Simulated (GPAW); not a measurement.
# NiO2 (P-3m1) in GPAW: band structure with r2SCAN

Aim: the band structure of NiO2 with r2SCAN.

All numbers are computed with GPAW 26.7.0; they aren't measurements. Logs are shortened: lines on timing, memory, paths and dates and some standing lists are left out, and cuts for length are marked. The log counts tension as positive stress, the text compression.

### 1 Starting point

Symmetry: P-3m1, No. 164, trigonal system. The conventional cell has a = 2.799 Å, b = 2.799 Å, c = 4.618 Å, α = 90.00°, β = 90.00°, γ = 120.00°. Ni (site symmetry -3m) is surrounded by 6 O at 1.88 Å. Around O (site symmetry 3m) lie 3 Ni at 1.88 Å.

The cell comes from a database or a generator and needn't be the stable form of this composition.

### 2 Band structure, r2SCAN, collinear spin, ferromagnetic start

Input file run.py:

```python
from ase import Atoms
from ase.dft.bandgap import bandgap
from ase.io import write
from ase.units import GPa
from gpaw import GPAW, PW

atoms = Atoms(['Ni', 'O', 'O'],
              cell=[[2.798781865, 0.0, 0.0],
                    [-1.3993909325, 2.4238161948, 0.0],
                    [0.0, 0.0, 4.618273]],
              scaled_positions=[[0.0, 0.0, 0.5],
                                [0.3333333333, 0.6666666667, 0.293961],
                                [0.6666666667, 0.3333333333, 0.706039]],
              pbc=True)
atoms.set_initial_magnetic_moments([1.0, 0.0, 0.0])

calc = GPAW(mode=PW(800),
            xc='MGGA_X_R2SCAN+MGGA_C_R2SCAN',
            kpts={'size': (7, 7, 4), 'gamma': True},
            occupations={'name': 'fermi-dirac', 'width': 0.05},
            nbands=26,
            convergence={'density': 1e-05, 'energy': 1e-05},
            maxiter=150,
            txt='gpaw.txt')
atoms.calc = calc
energy = atoms.get_potential_energy()
forces = atoms.get_forces()
stress = atoms.get_stress()
calc.write('gs.gpw')
write('result.traj', atoms)
print(f'Energy: {energy:.6f} eV')
print('Forces (eV/A):')
print(forces.round(4))
print('Stress (GPa):', (stress / GPa).round(3))
print('Moments:', calc.get_magnetic_moments().round(3))
print('Fermi level:', round(calc.get_fermi_level(), 4), 'eV')
print(f'Gap: {bandgap(calc)[0]:.4f} eV, direct: {bandgap(calc, direct=True)[0]:.4f} eV')

path = atoms.cell.bandpath('GMKGALHA,LM,KH', npoints=80, eps=1e-4)
bs_calc = calc.fixed_density(kpts=path, symmetry='off', nbands=38,
                             convergence={'bands': 'CBM+6.0', 'eigenstates': 1e-6}, txt='bands.txt')
bs = bs_calc.band_structure()
bs.write('bs.json')
print(f'Gap on the path: {bandgap(bs_calc)[0]:.4f} eV')
```

Potentials or basis: GPAW PAW data sets (gpaw-data 1.2.1), pw.

Started as:

```sh
$ OMP_NUM_THREADS=1 python run.py
```

gpaw.txt:

```text
__  _  _
 | _ |_)|_||  |
 |__||  | ||/\| - 26.7.0

Input parameters:
  mode=PW(ecut=800.0),
  convergence={'density': 1e-05, 'energy': 1e-05},
  kpts=MonkhorstPack(size=(7, 7, 4), gamma=True),
  maxiter=150,
  nbands=26,
  occupations=Occupations(name='fermi-dirac', width=0.05),
  xc=XC(name='MGGA_X_R2SCAN+MGGA_C_R2SCAN')

Diagonalizing LCAO Hamiltonian
Converting LCAO to pw mode

           O
       Ni
        O

Atoms  # Å, Bohr magnetons
|   | symbol |         x |        y |        z |    initial magnetic moments |
|---|--------|-----------|----------|----------|-----------------------------|
| 0 |     Ni |  0.000000 | 0.000000 | 2.309137 | ( 0.0000,  0.0000,  1.0000) |
| 1 |      O | -0.000000 | 1.615877 | 1.357592 | ( 0.0000,  0.0000,  0.0000) |
| 2 |      O |  1.399391 | 0.807939 | 3.260681 | ( 0.0000,  0.0000,  0.0000) |

Unit cell  # Å
| periodic |         x |        y |        z |  lengths |     angles |
|----------|-----------|----------|----------|----------|------------|
|      yes |  2.798782 | 0.000000 | 0.000000 | 2.798782 |  90.000000 |
|      yes | -1.399391 | 2.423816 | 0.000000 | 2.798782 |  90.000000 |
|      yes |  0.000000 | 0.000000 | 4.618273 | 4.618273 | 120.000000 |

Number of symmetries: 12
Symmetry operations  # r_c * U_cc + t_c -> r_c
|    | kind |            matrix            |
|----|------|------------------------------|
|  0 |  σ   |  1, 1, 0,  0,-1, 0,  0, 0, 1 |
|  1 |  S6  |  1, 1, 0, -1, 0, 0,  0, 0,-1 |
|  2 |  E   |  1, 0, 0,  0, 1, 0,  0, 0, 1 |
|  3 |  C2  |  1, 0, 0, -1,-1, 0,  0, 0,-1 |
|  4 |  C2  |  0, 1, 0,  1, 0, 0,  0, 0,-1 |
|  5 |  C3  |  0, 1, 0, -1,-1, 0,  0, 0, 1 |
|  6 |  S6  |  0,-1, 0,  1, 1, 0,  0, 0,-1 |
|  7 |  σ   |  0,-1, 0, -1, 0, 0,  0, 0, 1 |
|  8 |  σ   | -1, 0, 0,  1, 1, 0,  0, 0, 1 |
|  9 |  i   | -1, 0, 0,  0,-1, 0,  0, 0,-1 |
| 10 |  C3  | -1,-1, 0,  1, 0, 0,  0, 0, 1 |
| 11 |  C2  | -1,-1, 0,  0, 1, 0,  0, 0,-1 |

BZ-sampling:
  Number of BZ points: 196
  Number of IBZ points: 28

  Monkhorst-Pack size: [7, 7, 4]
  Monkhorst-Pack shift: [0.0, 0.0, 0.125]

K-points  # in reciprocal-cell coordinates
|     |                                coordinates |     weight |
|-----|--------------------------------------------|------------|
|   0 | (  0.00000000,   0.00000000,   0.00000000) | 0.00510204 |
|   1 | (  0.00000000,   0.00000000,   0.25000000) | 0.01020408 |
|   2 | (  0.00000000,   0.00000000,   0.50000000) | 0.00510204 |
|   3 | (  0.14285714,   0.00000000,  -0.25000000) | 0.03061224 |
|   4 | (  0.14285714,   0.00000000,   0.00000000) | 0.03061224 |
|   5 | (  0.14285714,   0.00000000,   0.25000000) | 0.03061224 |
|   6 | (  0.14285714,   0.00000000,   0.50000000) | 0.03061224 |
|   7 | (  0.28571429,  -0.14285714,   0.00000000) | 0.03061224 |
|   8 | (  0.28571429,  -0.14285714,   0.25000000) | 0.06122449 |
|   9 | (  0.28571429,  -0.14285714,   0.50000000) | 0.03061224 |
| ... |                                            |            |
|  27 | (  0.42857143,   0.42857143,   0.50000000) | 0.03061224 |

Plane wave coefficients: 1625
Cutoff: 800.0 eV

Spin-components: 2 (collinear spins)
Bands:           26
Projectors:      16
Spin-degeneracy: 1
Datatype:        complex128

Parallelization:
  kpt:    1
  domain: 1
  band:   1

Density:
  Valence electrons: 28.0
  Components: 2
  Grid points: [20 20 32]
  Charge: 0.0  # |e|

Potential:
  Grid points: [20 20 32]

species:
  Ni:
    name:    Nickel
    Z:       28.0
    valence: 16
    core:    12
    charge:  0.0  # [|e|]
    compensation charges:
      type: gauss
      rc: 0.36  # [Å]
      lmax: 2
    cutoffs:
      filter: 2.14  # [Å]
      core: 1.98  # [Å]
    projectors
    | kind |    occ | energy [eV] | rcut [Å] |
    |------|--------|-------------|----------|
    |   4s |  2.000 |      -5.642 |    1.164 |
    |   3p |  6.000 |     -71.394 |    1.207 |
    |   4p |  0.000 |      -1.226 |    1.207 |
    |   3d |  8.000 |      -8.875 |    1.138 |
    |    s |        |      21.570 |    1.164 |
    |    d |        |      18.337 |    1.138 |

    Using partial waves for Ni as LCAO basis

  O:
    name:    Oxygen
    Z:       8.0
    valence: 6
    core:    2
    charge:  0.0  # [|e|]
    compensation charges:
      type: gauss
      rc: 0.21  # [Å]
      lmax: 2
    cutoffs:
      filter: 1.17  # [Å]
      core: 0.83  # [Å]
    projectors
    | kind |    occ | energy [eV] | rcut [Å] |
    |------|--------|-------------|----------|
    |   2s |  2.000 |     -23.961 |    0.688 |
    |   2p |  4.000 |      -9.029 |    0.598 |
    |    s |        |       3.251 |    0.688 |
    |    p |        |      18.182 |    0.598 |
    |    d |        |       0.000 |    0.619 |

    Using partial waves for O as LCAO basis

Reference energy: -45449.703050  # eV

eigensolver:
  PPCG
  Converge bands: occupied
  niter=2

density mixing:
  MSR1-Mixer
  Pratt-step length: 0.05
  Maximum mixing coefficient: 0.75
  Old densities: 10
  SVD Regularization: 0.005
  Good broyden scale: 1.0
  Trust region scale: 1.0
  Backstep threshold: 4.0
  History deletion threshold: 6.0
  Fourier metric: weight=20.0, sigma=0.015

occupation numbers:
  Fermi-Dirac:
    width: 0.0500  # eV

poisson solver:
  ecut: 6400.0  # eV

xc functional:
  name: MGGA_X_R2SCAN+MGGA_C_R2SCAN with 2 nearest neighbor stencil

convergence criteria:
- Maximum integral of absolute [dens]ity change: 1e-05 electrons / valence electron
- Maximum [total energy] change in last 3 cyles: 1e-05 eV / valence electron
- Maximum integral of absolute [eigenst]ate change: 4e-08 eV^2 / valence electron
maximum number of iterations: 150

SCF iterations
|iter     | |      energy | eigst |  dens |  magmom |
|---------|-|-------------|-------|-------|---------|
|iter:   1| |  -35.779124 | +0.27 |       |  +1.0003|
|iter:   2| |  -27.621598 | -1.47 | -0.89 |  +0.9508|
|iter:   3| |  -27.368780 | -2.24 | -0.99 |  +0.7530|
|iter:   4| |  -27.561894 | -2.26 | -1.22 |  +0.4158|
|iter:   5| |  -27.686945 | -2.69 | -1.50 |  +0.0661|
|iter:   6| |  -27.696579 | -3.87 | -2.05 |  -0.0279|
|iter:   7| |  -27.699262 | -4.76 | -2.38 |  -0.0145|
|iter:   8| |  -27.701916 | -4.47 | -2.61 |  +0.0025|
|iter:   9| |  -27.702249 | -5.21 | -3.07 |  +0.0018|
|iter:  10| |  -27.702290 | -5.88 | -3.53 |  +0.0004|
|iter:  11| |  -27.702296c| -6.49 | -3.95 |  -0.0001|
|iter:  12| |  -27.702296c| -7.73c| -4.60 |  -0.0000|
|iter:  13| |  -27.702296c| -8.16c| -4.97 |  -0.0000|
|iter:  14| |  -27.702296c| -8.11c| -5.23c|  +0.0000|

Converged in 14 steps
Energy contributions relative to reference atoms: (reference = -45449.703050)

Energy contributions:
  Kinetic:          22.963712
  Coulomb:         -22.449548
  Zero:              0.342661
  External:          0.000000
  Xc:              -28.559121
  Entropy:          -0.000000
  Spinorbit:         0.000000
  ----------------------------
  Free energy:     -27.702296
  Extrapolated:    -27.702296

dipole moment: (-2.940677, -5.093401, 0.000002)  # |e|*Ang

Total magnetic moment: (0.000000, 0.000000, 0.000008)

Local magnetic moments
|        x |        y |         z |
|----------|----------|-----------|
| 0.000000 | 0.000000 |  0.000053 |  # Ni   0
| 0.000000 | 0.000000 | -0.000013 |  # O    1
| 0.000000 | 0.000000 | -0.000013 |  # O    2

Fermi level: 3.297
Eigenvalues  # (at kpt = [0.000, 0.000, 0.000])
| band index |      eig [eV] | occ [0-1] |      eig [eV] | occ [0-1] |
|------------|---------------|-----------|---------------|-----------|
|          0 |       -64.191 |     1.000 |       -64.191 |     1.000 |
|        ... |               |           |               |           |
|          6 |        -2.790 |     1.000 |        -2.790 |     1.000 |
|          7 |        -2.786 |     1.000 |        -2.786 |     1.000 |
|          8 |         0.275 |     1.000 |         0.275 |     1.000 |
|          9 |         0.327 |     1.000 |         0.328 |     1.000 |
|         10 |         1.691 |     1.000 |         1.691 |     1.000 |
|         11 |         1.691 |     1.000 |         1.691 |     1.000 |
[... 8 lines left out ...]
|         20 |        23.440 |     0.000 |        23.440 |     0.000 |
|         21 |        27.851 |     0.000 |        27.851 |     0.000 |
|        ... |               |           |               |           |
|         25 |        32.295 |     0.000 |        32.337 |     0.000 |

Gap: 1.426 eV
Transition (v -> c):
  (s=0, k=6, n=13, [0.14, 0.00, 0.50]) -> (s=0, k=12, n=14, [0.29, 0.00, 0.25])
Direct/indirect transitions are different
Direct gap: 1.695 eV
Transition at: (s=0, k=12, n=13, [0.29, 0.00, 0.25])

Forces  # eV/Ang
|        x |       y |        z |
|----------|---------|----------|
|  0.00000 | 0.00000 |  0.00000 |  # Ni   0
| -0.00000 | 0.00000 |  0.14338 |  # O    1
|  0.00000 | 0.00000 | -0.14338 |  # O    2

Stress tensor  # eV/Ang^3
|        x |         y |         z |
|----------|-----------|-----------|
| 0.009812 |  0.000000 |  0.000000 |
| 0.000000 |  0.009812 | -0.000000 |
| 0.000000 | -0.000000 |  0.010125 |

# Writing to gs.gpw (mode='')
```

Run time: 5.1 min. Hardware: 1 thread of Arm Neoverse V1, shared host; peak memory 0.51 GiB.

Results:

```
Free energy             : -27.7023 eV
Pressure                : -1.6 GPa
Largest force           : 0.143 eV/Å
Band gap on the k mesh  : 1.43 eV, indirect (least direct gap 1.69 eV)
Band gap along the path : 1.54 eV, indirect (least direct gap 1.83 eV)
Net moment              : 0.00 μB per cell
```

Forces on the atoms (eV/Å):
```
Ni   0.000  0.000  0.000
O    0.000  0.000  0.143
O    0.000  0.000 -0.143
```

Levels at the corners of the path, in eV from the valence-band top:
Spin up:
```tsv
point	band 11	band 12	band 13	band 14	band 15	band 16
Γ	-0.89	-0.89	-0.55	-0.50	2.72	2.72
M	-2.04	-1.96	-1.73	-1.09	2.04	2.68
K	-2.58	-2.03	-0.84	-0.82	1.84	1.85
Γ	-0.89	-0.89	-0.55	-0.50	2.72	2.72
A	-1.86	-0.93	-0.93	-0.15	2.76	2.76
L	-1.96	-1.76	-1.43	-1.21	2.06	2.60
H	-2.85	-2.02	-0.97	-0.94	2.12	2.14
A	-1.86	-0.93	-0.93	-0.15	2.76	2.76
L	-1.96	-1.76	-1.43	-1.21	2.06	2.60
M	-2.04	-1.96	-1.73	-1.09	2.04	2.68
K	-2.58	-2.03	-0.84	-0.82	1.84	1.85
H	-2.85	-2.02	-0.97	-0.94	2.12	2.14
```
Spin down:
| point | band 10 | band 11 | band 12 | band 13 | band 14 | band 15 | band 16 |
| --- | --- | --- | --- | --- | --- | --- | --- |
| Γ | -2.25 | -0.89 | -0.89 | -0.55 | -0.50 | 2.72 | 2.72 |
| M | -2.63 | -2.04 | -1.96 | -1.73 | -1.09 | 2.04 | 2.68 |
| K | -3.37 | -2.58 | -2.03 | -0.84 | -0.82 | 1.84 | 1.86 |
| Γ | -2.25 | -0.89 | -0.89 | -0.55 | -0.50 | 2.72 | 2.72 |
| A | -2.25 | -1.86 | -0.93 | -0.93 | -0.15 | 2.76 | 2.76 |
| L | -2.54 | -1.96 | -1.76 | -1.43 | -1.21 | 2.06 | 2.60 |
| H | -3.25 | -2.85 | -2.02 | -0.97 | -0.94 | 2.12 | 2.14 |
| A | -2.25 | -1.86 | -0.93 | -0.93 | -0.15 | 2.76 | 2.76 |
| L | -2.54 | -1.96 | -1.76 | -1.43 | -1.21 | 2.06 | 2.60 |
| M | -2.63 | -2.04 | -1.96 | -1.73 | -1.09 | 2.04 | 2.68 |
| K | -3.37 | -2.58 | -2.03 | -0.84 | -0.82 | 1.84 | 1.86 |
| H | -3.25 | -2.85 | -2.02 | -0.97 | -0.94 | 2.12 | 2.14 |

Caveat: the stock nickel data set gives pressures a few GPa off other programs; the run has no moments, though such compounds are often magnetic; a magnetic state may lie lower; the PAW data sets were made with another functional, which shifts forces and pressure a little. r2SCAN opens gaps a little over a GGA but as a rule still falls short of measured ones.
